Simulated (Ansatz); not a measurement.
# CoO (P-6m2) in Ansatz: further runs

One crystal, CoO, is run at these levels: PBE+D3(BJ)-ATM, PBE+D4; tasks: relaxation of cell and atoms.

All numbers are computed with Ansatz 0.2.0; they aren't measurements. Logs are shortened: lines on timing, memory, paths and dates and some standing lists are left out, and cuts for length are marked.

## 1. The crystal as given

It takes space group P-6m2 (No. 187, hexagonal). The conventional cell has a = 2.856 Å, b = 2.856 Å, c = 2.788 Å, α = 90.00°, β = 90.00°, γ = 120.00°. Around Co (site symmetry -6m2) lie 6 O at 2.16 Å. O (site symmetry -6m2) is surrounded by 6 Co at 2.16 Å.

Measurements of this composition are mostly on another form, of space group No. 225.

## 2. Relaxation of cell and atoms, PBE+D3(BJ)-ATM, collinear spin, ferromagnetic start

input.yaml

```yaml
crystal:
  lattice:
    - [2.85629923, 0.0, 0.0]
    - [-1.42814961, 2.47362769, 0.0]
    - [0.0, 0.0, 2.78760653]
  atoms:
    - { symbol: Co, position: [0.0, 0.0, 0.0], spin: 2.0 }
    - { symbol: O, position: [0.6666666667, 0.3333333333, 0.5] }
hamiltonian:
  xc: pbe
  pseudopotentials: { kind: paw }
  dispersion: d3bjatm
magnetization:
  spin_polarized: true
kpoints:
  mp_grid: { grid: [11, 11, 10] }
scf:
  occupations: { method: fermi_dirac, width: 0.05 }
output:
  forces: true
  stress: true
  eigenvalues: true
relax:
  f_tol: 0.01
  max_steps: 40
  cell: { stress_tol: 0.05 }
```

Potentials or basis: Ansatz PAW.

Run with:

```sh
$ ansatz run input.yaml --threads 2 --pin off --max-ram 5632MiB --backend cpu --events-out ev --progress --plain --runs-dir out
```

Standard output:

```text
Warning: RAYON_NUM_THREADS=2 ignored (pool sized by the plan → 2); use --threads N
Engine: ansatz 0.2.0, aarch64-unknown-linux-gnu
Pseudopotentials: kind: paw
Pseudopotential: Co, paw, valence charge 17, recommended cutoff 420 eV (normal), Co.paw.azcp
Pseudopotential: O, paw, valence charge 6, recommended cutoff 420 eV (normal), O.paw.azcp
Functional definition: PBE
  parameter kappa = 0.804
  parameter beta = 0.06672455060314922
  exchange = pbe_x(kappa = kappa, mu = beta*pi^2/3)
  correlation = pbe_c(beta = beta)
Crystal: 2 atoms, lattice volume = 19.696 Å³
Basis set: ecut = 420 eV, 405 PW (Γ), exchange–correlation on 40×40×40 points (8 copies of the dense FFT grid, shifted against one another)
Bands: 17, of which v1, the nominal top of the filled ones, is band 12 counted from 1 (11 counted from 0)
Symmetry: 12 space group operations
Space group: P-6m2 (ITA 187), of the structure as read, at distance tolerance 2.7e-5 Å
Magnetic group: BNS 187.209 (UNI 1439), of the structure as read, at distance tolerance 2.7e-5 Å
k-points: 96 of 1210 (time reversal used)
Non-local potential: Co, projectors of the file, l = 0: 3, l = 1: 2, l = 2: 3, l = 3: 1
Non-local potential: O, projectors of the file, l = 0: 2, l = 1: 2, l = 2: 1
PAW form: soft (Blöchl's): semilocal exchange-correlation on the pseudo side does not see the compensation charge
PAW one-centre angular grid: Co, 590 points (default); XC on 64 Gauss nodes
PAW one-centre angular grid: O, 110 points (default); XC on 64 Gauss nodes
Initial density: superposition of atomic densities (chi_scale 0.1, normalization cell, long waves kept (reshape's long-wave potential 0.00 eV rms))
Starting moments: Σ|m| = 2 μB on 1 of 2 sites
Initial wavefunctions: pseudopotential atomic-orbital guess
Functional: x = pbe(κ = 0.804, μ = 0.2195149727645171), c = pbe(β = 0.06672455060314922)
SCF iter   1: F=—  HF=-5691.466955 eV  |F-HF|=—  |Δ(HF+E_count)|=         —  Δρ=1.19e-1 (↑1.19e-1 ↓9.88e-2)  dr2=7.02e0  dr2_m=1.69e-1  M=2.176 μB ∫|m|=2.182 μB  β_m=0.30  ethr=3.10e-3  ⟨swp⟩=5.6  Hψ=14289  notcnv=0
Mixer restart at iter 1: flushing history
preconditioner: auto → none  [metal: Δε(μ)=0.004 eV  Ē_g=13.278 eV  σ=0.050 eV  W_gap=0.02  n_scr=8 (ndim 8)  ℏωp=32.4 eV  f_vac=0.000  D(μ)=4.89/eV (n_scr^D=82)  sad-step TF]
SCF iter   2: F=—  HF=-5691.913978 eV  |F-HF|=—  |Δ(HF+E_count)|=   4.47e-1  Δρ=6.00e-2 (↑6.00e-2 ↓4.32e-2)  dr2=7.07e-1  dr2_m=3.26e-1  M=2.436 μB ∫|m|=2.445 μB  β_m=0.36  ethr=3.10e-3  ⟨swp⟩=3.0  Hψ=8369  notcnv=0  defer=29
[... 127 lines left out ...]
SCF iter   6: F=—  HF=-5692.421821 eV  |F-HF|=—  |Δ(HF+E_count)|=  2.20e-10  Δρ=4.97e-7 (↑9.90e-8 ↓4.97e-7)  dr2=4.74e-11  dr2_m=9.96e-12  M=3.000 μB ∫|m|=3.052 μB  β_m=0.92  ethr=1.00e-12  ⟨swp⟩=2.0  Hψ=5588  notcnv=0
SCF iter   7: F=—  HF=-5692.421821 eV  |F-HF|=—  |Δ(HF+E_count)|=  4.37e-11  Δρ=1.51e-7 (↑1.80e-8 ↓1.51e-7)  dr2=3.33e-12  dr2_m=9.90e-13  M=3.000 μB ∫|m|=3.052 μB  β_m=0.96  ethr=1.00e-12  ⟨swp⟩=1.5  Hψ=3591  notcnv=0
SCF iter   8: F=-5692.421821 eV  HF=-5692.421821 eV  |F-HF|=9.09e-13  |Δ(HF+E_count)|=  6.37e-12  Δρ=1.16e-7 (↑7.33e-9 ↓1.16e-7)  dr2=2.31e-12  dr2_m=5.38e-13  M=3.000 μB ∫|m|=3.052 μB  ethr=1.00e-12  ⟨swp⟩=3.8  Hψ=12475  notcnv=0
SCF 9 converged in 8 iterations: F = -5692.421821 eV  dr2 = 2.31e-12
relax step   9: F+E_penalty+E_count = -5692.42182058 eV  Δ(F+E_penalty+E_count) = +1.224e-4 eV  max|allowed force component| = 7.401e-17 eV/Å  Δτ_max = 0.0000 Å  P = -0.009 GPa  Ω = 18.513 Å³  stress off target by 1.13e-2 GPa  SCF on the basis re-selected at this cell (its energy is not comparable with the rows above)  (8 SCF iters)
basis re-selected at this cell: Δ(F+E_penalty+E_count) = +1.224e-4 eV, ΔP = -0.007 GPa vs the last step (what re-selecting the basis moved, of the pressure what is left beyond the Pulay correction that the steps carried, after the strain that the cell walked since its last selection, with what the two solves' SCF thresholds leave and, on support functions, any second-order correction that the steps lacked; it is no measure of the basis error at this ecutwfc). This SCF's stress stands 1.13e-2 GPa from its target on what of the cell is left free (relax.cell.stress_tol is 5.00e-2 GPa) and its largest allowed force component is 7.40e-17 eV/Å (relax.f_tol is 1.00e-2 eV/Å): within both
SCF converged after 8 iterations
Magnetization: 2.9999 μB (12.9999 up, 10.0001 down)
Absolute magnetization: 3.0520 μB (∫|ρ↑−ρ↓|, with the PAW one-centre terms)
Spin contamination: 0.0117 ħ² per cell (⟨S²⟩ above its minimum at these occupations)
Per-site moments (μB) at R_I (Å): [(2.497616767563171, 0.8718821520504371), (0.42571547478889527, 0.8718821520504371)]
Free energy (F): -5692.421821 eV
Harris-Foulkes:  -5692.421821 eV  (|F-HF|=9.09e-13)
Internal energy: -5692.395699 eV  (E = F + TS)
E sigma→0 (E₀):  -5692.408760 eV
Entropy (-TS):   -0.026122 eV (-13.061 meV/atom)
Fermi energy:    14.732526 eV
--- Per-component energies (eV) ---
  E_band       = -292.763750
  E_kinetic    = 618.958109
  E_local      = -3388.903019  (includes V_loc(G=0)·N_el)
  E_nonlocal   = 512.004864
  E_hartree    = 1393.321079
  E_xc         = -229.332581
  E_vxc        = -294.798343  (∫ρ·V_xc dr)
  E_paw        = -1675.592292  (= ΣΔE_a)
  E_vpaw       = -526.669762  (= ΣTr[D̂ρ^β])
  E_aug_tail   = 0.002318  (compensation charges beyond the density's cutoff)
  E_ewald      = -2922.425729
  E_disp       = -0.428447  (pairwise vdW)
  E_smearing   = -0.026122  (= −TS)
  E_closure    = -0.000000  (closes the sum)
  Σ components = -5692.421821   (vs F -5692.421821, Δ=0.00e0)
--- Forces (eV/Å), atoms counted from 1 ---
  atom   1  Co     0.00000000     0.00000000     0.00000000
  atom   2  O     -0.00000000    -0.00000000     0.00000000
  max |Σ_I F_I| component: 3.70e-17 eV/Å
--- Stress (GPa, compression-positive) ---
       -0.011255       0.000000       0.000000
        0.000000      -0.011255      -0.000000
        0.000000      -0.000000      -0.003076
  P = ⅓ Tr σ = -0.0085 GPa (-0.085 kbar)
--- Band table (eV; the first three rows and the last of 192) ---
  k-point 0 ↑: bands = ["-82.5031", "-45.9448", "-45.6388", "-45.6388", "-6.0291", "9.6272", "9.6272", "10.2359", "10.8780", "11.7820", "11.7820", "13.6823", "13.6823", "15.4335", "29.3341", "30.9538", "30.9538"]
  k-point 1 ↑: bands = ["-82.5025", "-45.9512", "-45.6382", "-45.6382", "-5.9388", "9.5246", "9.6735", "9.6735", "11.1276", "11.6911", "11.6911", "13.6997", "13.6997", "15.9715", "28.8239", "31.1993", "31.1993"]
  k-point 2 ↑: bands = ["-82.5010", "-45.9678", "-45.6368", "-45.6368", "-5.6909", "8.2253", "9.7869", "9.7869", "11.5014", "11.5014", "11.5164", "13.6997", "13.6997", "17.1424", "27.3655", "31.9247", "31.9247"]
  k-point 95 ↓: bands = ["-79.4159", "-42.8268", "-42.7748", "-42.7606", "-3.3729", "8.1788", "8.4037", "9.8687", "13.5630", "14.8315", "15.1000", "15.8132", "17.0781", "20.9499", "23.7898", "27.4695", "29.3232"]
--- Relaxed structure (7 steps of the walk, 6 accepted, 2 SCFs on fresh bases) ---
  F+E_penalty+E_count = -5692.42182058 eV   max|allowed force component| = 7.401e-17 eV/Å   (the final SCF, on the basis selected at the relaxed cell)
  cell:  # Å, volume = 18.5130 Å³
    - [2.805766025532796, -2.8356793626247474e-9, 0.0]
    - [-1.4028830103106278, 2.429864656604539, 0.0]
    - [0.0, 0.0, 2.7154552534570575]
  atoms:
    - { symbol: Co, position: [-3.700743415524894e-17, 2.465519790954016e-34, 0.0] }
    - { symbol: O, position: [0.6666666666666667, 0.3333333333333333, 0.5] }
```

Run time: 44 s. Hardware: 2 threads of Arm Neoverse V2, shared host; peak memory 0.35 GiB.

What came out:

* Free energy: -5692.4218 eV
* Relaxed volume: 9.26 Å³/atom
* Relaxed cell: a = 2.806 Å, b = 2.806 Å, c = 2.715 Å, α = 90.00°, β = 90.00°, γ = 120.00°
* Space group after relaxing (to 0.05 Å): P-6m2 (No. 187)
* Energy gained by relaxing: 21.6 meV/atom
* Ionic steps: 8
* Pressure after relaxing: 0.0 GPa
* Band gap on the k mesh: none (metal or under the smearing width)
* Net moment: 3.00 μB per cell
* Absolute moment: 3.05 μB per cell
* Site moments: Co +2.50; O +0.43 μB

Step by step:
```tsv
step	energy change (eV)	largest force (eV/Å)	volume (Å³)
1	0.0000	0.0000	19.70
2	-0.0227	0.0000	19.35
3	-0.0464	0.0000	18.64
4	-0.0472	0.0000	18.54
5	-0.0472	0.0000	18.54
6	-0.0432	0.0000	18.54
7	-0.0433	0.0000	18.51
8	-0.0432	0.0000	18.51
```

Final structure:
```
Co O
1.0
     2.80577    0.00000    0.00000
    -1.40288    2.42986    0.00000
     0.00000    0.00000    2.71546
Co O
1 1
Direct
  0.00000 0.00000 0.00000
  0.66667 0.33333 0.50000
```

Levels at points of the mesh, in eV from the Fermi level:
Spin up:
```
            k point  band 11  band 12  band 13  band 14  band 15  band 16
 (0.00, 0.00, 0.00)    -2.95    -1.05    -1.05     0.70    14.60    16.22
(0.00, 0.00, -0.50)    -2.25    -1.30    -1.30     6.84     6.95    21.50
```
Spin down:
| k point | band 7 | band 8 | band 9 | band 10 | band 11 | band 12 | band 13 | band 14 |
| --- | --- | --- | --- | --- | --- | --- | --- | --- |
| (0.00, 0.00, 0.00) | -3.81 | -3.18 | -2.77 | 0.27 | 0.27 | 0.80 | 0.80 | 1.31 |
| (0.00, 0.00, -0.50) | -3.15 | -3.15 | -1.04 | -1.04 | -0.14 | 0.94 | 0.94 | 7.42 |

Caveat: the plane-wave basis is chosen anew once the cell has moved, so the energies of steps on either side of that aren't comparable; the pressure holds a Pulay correction of +0.8 GPa for the finite cutoff; a cell with one magnetic atom can't hold antiferromagnetic order, which such compounds often take; semilocal functionals often make such compounds metallic where correlation or magnetic order opens a gap, which also shifts bond lengths; pairwise dispersion overbinds metals, which lowers pressure and volume.

[end of part 1 of 2]
